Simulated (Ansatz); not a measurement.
## HgTe (Coloradoite) in Ansatz: convergence with ecutfock ratio

Input of the first run (ecutfock ratio 1); the others differ in this setting and in those tied to it:

Contents of input.yaml:

```yaml
crystal:
  lattice:
    - [0.0, 3.2145, 3.2145]
    - [3.2145, 0.0, 3.2145]
    - [3.2145, 3.2145, 0.0]
  atoms:
    - { symbol: Hg, position: [0.0, 0.0, 0.0] }
    - { symbol: Te, position: [0.75, 0.75, 0.75] }
hamiltonian:
  xc: pbe0
  pseudopotentials: { kind: paw }
kpoints:
  mp_grid: { grid: [4, 4, 4] }
scf:
  occupations: { method: fermi_dirac, width: 0.05 }
  exx: { ecutfock_ratio: 1 }
output:
  forces: true
  stress: true
  eigenvalues: true
```

Potentials or basis: Ansatz PAW.

Run with:

```bash
$ ansatz run input.yaml --threads 2 --pin off --max-ram 5632MiB --backend cpu --events-out ev --progress --plain --runs-dir out
```

Hardware: 2 threads of Intel(R) Xeon(R) Processor @ 2.50GHz (Skylake/Cascade Lake), on a shared host.

| ecutfock ratio | energy less the tightest run, at zero smearing (meV/atom) | SCF cycles | CPU time (s) | peak memory (GiB) |
| --- | --- | --- | --- | --- |
| 1 | 49.91 | 28 | 58 | 0.75 |
| 2 | -0.01 | 28 | 71 | 0.88 |
| 3 | 0.00 | 29 | 76 | 0.92 |
| 4 | 0.00 | 29 | 76 | 0.92 |

Against the tightest run, the energy stays within 1 meV/atom from 2 on. The tightest run that finished is the yardstick and may itself not be fully converged.

Caveat, for the tightest run too: the k mesh is coarse (spacing up to 0.42 Å⁻¹), so the values aren't converged, least of all with exact exchange; spin-orbit coupling is left out, which moves the levels of the heavy elements.
